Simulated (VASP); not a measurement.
A run of VASP 6.6.1:

File INCAR:

```
SYSTEM = W
  PREC = Accurate
  ENCUT = 520
  EDIFF = 1E-7
  ISMEAR = -1
  SIGMA = 0.1
  LREAL = .FALSE.
  LASPH = .TRUE.
  NELM = 60
  ALGO = Normal
  ISIF = 2
  LWAVE = .FALSE.
  LCHARG = .FALSE.
  MAGMOM = 0 0 0
  LORBIT = 11
  LSORBIT = .TRUE.
  GGA_COMPAT = .FALSE.
  LMAXMIX = 4
  GGA = RP
  IVDW = 11
  ICORELEVEL = 1
```

The input KPOINTS:

```
regular mesh
0
G
  8 8 8
  0 0 0
```

The input POSCAR:

```
W
1.0
   -0.0165850000      2.0517870000      2.0192050000
    2.0356030000     -0.0063100000      2.0089300000
    2.0218550000      2.0277640000      0.0074380000
W
1
Direct
    0.0589180000      0.0594320000     -0.0338500000
```

Potentials or basis: VASP PAW PBE potentials, release 64 (W_sv).

Command:

```sh
$ cat potpaw_PBE.64/W_sv/POTCAR > POTCAR
$ mpirun -np 1 vasp_ncl > vasp.out
```

Hardware: 1 thread of Intel(R) Xeon(R) Platinum 8488C (Sapphire Rapids), on a shared host.

Question: Estimate the wall time of this run.

Answer: Wall time 3.6 min on 1 thread of Intel(R) Xeon(R) Platinum 8488C (Sapphire Rapids), on a shared host, peak memory 0.3 GiB. Counts: scf iterations 12, k points 260.
